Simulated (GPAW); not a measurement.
# Sb (I4/mcm) in GPAW: single point with TB-mBJ

Aim: the single point of Sb with TB-mBJ.

All numbers are computed with GPAW 26.7.0; they aren't measurements. Logs are shortened: lines on timing, memory, paths and dates and some standing lists are left out, and cuts for length are marked. The log counts tension as positive stress, the text compression.

### Step 1. Starting point

It takes space group I4/mcm (No. 140, tetragonal). Conventional cell: a = 8.060 Å, b = 8.060 Å, c = 4.051 Å, α = 90.00°, β = 90.00°, γ = 90.00°. Around Sb (site symmetry m2m) lie 7 Sb at 3.03 to 3.45 Å.

This isn't the form of Sb at room conditions, which is rhombohedral.

### Step 2. Single point, TB-mBJ

File run.py:

```python
from ase import Atoms
from ase.dft.bandgap import bandgap
from ase.io import write
from gpaw import GPAW, PW

atoms = Atoms(['Sb', 'Sb', 'Sb', 'Sb'],
              cell=[[-4.0300106443, 4.0300106443, 2.0254867038],
                    [4.0300106443, -4.0300106443, 2.0254867038],
                    [4.0300106443, 4.0300106443, -2.0254867038]],
              scaled_positions=[[0.65126306, 0.15126306, 0.80252612],
                                [0.15126306, 0.34873694, 0.5],
                                [0.34873694, 0.84873694, 0.19747388],
                                [0.84873694, 0.65126306, 0.5]],
              pbc=True)

calc = GPAW(mode=PW(600),
            xc='TB09',
            kpts={'size': (6, 6, 6), 'gamma': True},
            occupations={'name': 'fermi-dirac', 'width': 0.05},
            nbands=46,
            convergence={'density': 1e-05, 'energy': 1e-05},
            eigensolver='cg',
            maxiter=150,
            txt='gpaw.txt')
atoms.calc = calc
energy = atoms.get_potential_energy()
calc.write('gs.gpw')
write('result.traj', atoms)
print('Fermi level:', round(calc.get_fermi_level(), 4), 'eV')
print(f'Gap: {bandgap(calc)[0]:.4f} eV, direct: {bandgap(calc, direct=True)[0]:.4f} eV')
```

Potentials or basis: GPAW PAW data sets for LDA (gpaw-data 1.2.1), pw.

The run is started by

```bash
$ OMP_NUM_THREADS=1 python run.py
```

gpaw.txt:

```text
___ ___ ___ _ _ _
 |   |   |_  | | | |
 | | | | | . | | | |
 |__ |  _|___|_____|  26.7.0
 |___|_|

Input parameters:
  convergence: {density: 1e-05,
                energy: 1e-05}
  eigensolver: cg
  kpts: {gamma: True,
         size: (6, 6, 6)}
  maxiter: 150
  mode: {ecut: 600.0,
         name: pw}
  nbands: 46
  occupations: {name: fermi-dirac,
                width: 0.05}
  xc: TB09

System changes: positions, numbers, cell, pbc, initial_charges, initial_magmoms

Initialize ...

species:
  Sb:
    name:    Antimony
    Z:       51.0
    valence: 15
    core:    36
    charge:  0.0  # [|e|]
    compensation charges:
      type: gauss
      rc: 0.36  # [Å]
      lmax: 2
    cutoffs:
      filter: 2.23  # [Å]
      core: 2.23  # [Å]
    projectors
    | kind |    occ | energy [eV] | rcut [Å] |
    |------|--------|-------------|----------|
    |   5s |  2.000 |     -13.069 |    1.154 |
    |   5p |  3.000 |      -4.994 |    1.233 |
    |   4d | 10.000 |     -33.564 |    1.196 |
    |    s |        |      14.142 |    1.154 |
    |    p |        |      22.217 |    1.233 |
    |    d |        |      -6.353 |    1.196 |

    Using partial waves for Sb as LCAO basis

Reference energy: -704529.745224  # eV

Spin-paired calculation

Convergence criteria:
 Maximum [total energy] change in last 3 cyles: 1e-05 eV / valence electron
 Maximum integral of absolute [dens]ity change: 1e-05 electrons / valence electron
 Maximum integral of absolute [eigenst]ate change: 4e-08 eV^2 / valence electron
 Maximum number of scf [iter]ations: 150
 (Square brackets indicate name in SCF output, whereas a 'c' in
 the SCF output indicates the quantity has converged.)

Symmetries present (total): 8

  ( 1  1  1)  ( 1  0  0)  ( 0  1  0)  ( 0  0  1)  ( 0  0 -1)  ( 0 -1  0)
  ( 0  0 -1)  ( 0  1  0)  ( 1  0  0)  (-1 -1 -1)  ( 1  1  1)  (-1  0  0)
  (-1  0  0)  ( 0  0  1)  (-1 -1 -1)  ( 0  1  0)  ( 0 -1  0)  ( 1  1  1)

  (-1  0  0)  (-1 -1 -1)
  ( 0 -1  0)  ( 0  0  1)
  ( 0  0 -1)  ( 1  0  0)

216 k-points: 6 x 6 x 6 Monkhorst-Pack grid + [1/12,1/12,1/12]
36 k-points in the irreducible part of the Brillouin zone
       k-points in crystal coordinates                weights
   0:     0.00000000    0.00000000    0.00000000          1/216
   1:     0.16666667   -0.16666667    0.00000000          4/216
   2:     0.16666667   -0.16666667    0.16666667          4/216
   3:     0.16666667    0.00000000    0.00000000          8/216
   4:     0.16666667    0.16666667   -0.16666667          2/216
   5:     0.33333333   -0.33333333   -0.16666667          4/216
   6:     0.33333333   -0.33333333    0.00000000          4/216
   7:     0.33333333   -0.33333333    0.16666667          4/216
   8:     0.33333333   -0.33333333    0.33333333          4/216
   9:     0.33333333   -0.16666667   -0.16666667          8/216
          ...
  35:     0.50000000    0.50000000    0.50000000          1/216

Wave functions: Plane wave expansion
  Cutoff energy: 600.000 eV
  Number of coefficients (min, max): 4362, 4414
  Pulay-stress correction: 0.000000 eV/Ang^3 (de/decut=0.000000)
  Using FFTW library
  ScaLapack parameters: grid=1x1, blocksize=None
  Wavefunction extrapolation:
    Improved wavefunction reuse through dual PAW basis

Occupation numbers: Fermi-Dirac:
  width: 0.0500  # eV

Eigensolver
   CG(niter=4, rtol=3.0e-01)

Densities:
  Coarse grid: 35*35*35 grid
  Fine grid: 70*70*70 grid
  Total Charge: 0.000000

Density mixing:
  Method: separate
  Backend: msr1
  Linear mixing parameter: 0.05
  old densities: 10
  Width of damping distribution: 1.1
  Damping of long wavelength oscillations: 20

Hamiltonian:
  XC and Coulomb potentials evaluated on a 70*70*70 grid
  Using the TB09 Exchange-Correlation functional
  External potential:
    NoExternalPotential

XC parameters: TB09 with 2 nearest neighbor stencil

Number of atoms: 4
Number of atomic orbitals: 36
Number of bands in calculation: 46
Number of valence electrons: 60
Bands to converge: occupied

... initialized

Initializing position-dependent things.

Density initialized from atomic densities
Creating initial wave functions:
  36 bands from LCAO basis set
  10 bands from random numbers

         Sb
           Sb
           Sb
             Sb

Atomic positions and initial magnetic moments

Positions:
   0 Sb     1.219183    5.249194   -0.000000    ( 0.0000,  0.0000,  0.0000)
   1 Sb     2.810827    1.219183    0.000000    ( 0.0000,  0.0000,  0.0000)
   2 Sb     2.810827   -1.219183    2.025487    ( 0.0000,  0.0000,  0.0000)
   3 Sb     1.219183    2.810827    2.025487    ( 0.0000,  0.0000,  0.0000)

Unit cell:
           periodic     x           y           z      points  spacing
  1. axis:    yes   -4.030011    4.030011    2.025487    35     0.1034
  2. axis:    yes    4.030011   -4.030011    2.025487    35     0.1034
  3. axis:    yes    4.030011    4.030011   -2.025487    35     0.1628

  Lengths:   6.048518   6.048518   6.048518
  Angles:   96.438697  96.438697 140.870341

Effective grid spacing dv^(1/3) = 0.1453

iter:   1 17901.673962
iter:   2 17905.892696   +1.84  -1.17
iter:   3 17906.372296   +0.86  -1.35
iter:   4 17906.619953   +0.00  -1.57
iter:   5 17908.615370   -1.21  -1.61
iter:   6 17911.169903   -1.78  -1.68
iter:   7 17914.388033   -1.88  -1.77
iter:   8 17916.082500   -1.82  -1.88
iter:   9 17915.768990   -1.69  -1.96
iter:  10 17914.742137   -2.18  -2.10
iter:  11 17914.822892   -3.44  -2.23
[... 7 lines left out ...]
iter:  19 17914.788091   -3.83  -3.52
iter:  20 17914.915565   -4.42  -3.51
iter:  21 17914.903152   -5.30  -3.64
iter:  22 17914.901869   -5.62  -4.22
iter:  23 17914.898157   -5.36  -4.24
iter:  24 17914.899355   -5.83  -4.39
iter:  25 17914.892133   -6.42  -4.31
iter:  26 17914.888452   -6.40  -4.56
iter:  27 17914.884599   -6.70  -4.70
iter:  28 17914.887660   -6.37  -4.80
iter:  29 17914.885818   -7.12  -5.01c
iter:  30 17914.888704   -7.09  -5.02c
iter:  31 17914.887301   -7.01  -4.93
iter:  32 17914.887576   -7.37  -5.24c
iter:  33 17914.887279c  -8.00c -5.56c

Converged after 33 iterations.

Dipole moment: (-0.000000, -0.000000, -0.000000) |e|*Ang

Energy contributions relative to reference atoms: (reference = -704529.745224)

Kinetic:       +104.870931
Potential:      -97.688653
External:        +0.000000
XC:            +17909.146837
Entropy (-ST):   -0.032171
Local:           -1.425750
SIC:             +0.000000
--------------------------
Free energy:   +17914.871193
Extrapolated:  +17914.887279

Showing only first 2 kpts
 Kpt  Band  Eigenvalues  Occupancy
  0    28      4.72591    2.00000
  0    29      4.76264    2.00000
  0    30      4.76270    2.00000
  0    31      5.51158    1.99842

  1    28      4.75400    2.00000
  1    29      5.36362    1.99992
  1    30      5.66573    1.96604
  1    31      5.67057    1.96265

Fermi level: 5.86866

No gap
No difference between direct/indirect transitions
Writing to gs.gpw (mode='')
```

Wall time 13 min (1 thread of Arm Neoverse V1, shared host); peak memory 0.46 GiB.

Results:

| Item | Value |
| --- | --- |
| Band gap on the k mesh | none (metal or under the smearing width) |

Levels at points of the mesh, in eV from the Fermi level:
```csv
k point,band 26,band 27,band 28,band 29,band 30,band 31,band 32,band 33,band 34,band 35
"(0.00, 0.00, 0.00)",-1.75,-1.17,-1.14,-1.14,-1.11,-1.11,-0.36,2.60,2.60,3.51
"(0.50, 0.00, 0.50)",-5.06,-2.33,-2.33,-1.20,-1.20,-0.55,-0.55,2.65,2.65,4.62
"(0.50, 0.50, 0.00)",-2.51,-2.44,-2.38,-1.14,0.21,0.23,1.91,2.03,2.79,3.19
"(0.50, 0.50, 0.50)",-3.02,-1.50,-1.50,0.15,0.61,1.72,1.85,1.85,2.06,2.06
```

Caveat: a model potential gives levels but no total energy.
